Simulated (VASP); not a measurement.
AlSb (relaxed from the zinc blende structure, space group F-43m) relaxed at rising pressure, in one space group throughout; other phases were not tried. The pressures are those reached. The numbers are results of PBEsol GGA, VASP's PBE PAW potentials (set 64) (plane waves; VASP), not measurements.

```tsv
P (GPa)	V (Å³/atom)	k-mesh
0.01	29.336	8×8×8
4.97	27.149	8×8×8
9.93	25.593	8×8×8
19.93	23.389	8×8×8
29.94	21.840	8×8×8
```

Fit an equation of state and predict the volume at 45.10 GPa.

Least squares on the third-order Birch-Murnaghan form, P = (3B0/2)(y⁷ − y⁵)[1 + (3/4)(B′ − 4)(y² − 1)] with y = (V0/V)^(1/3), gives V0 = 29.336 Å³/atom, B0 = 55 GPa and B′ = 4.2, and so 20.157 Å³/atom. The run gave 20.132 Å³/atom, -0.1 % from the fit.

Pressures at which the relaxation failed are left out.

The structure was generated: AlSb was put into the zinc blende type (F-43m), which need not be its known phase.
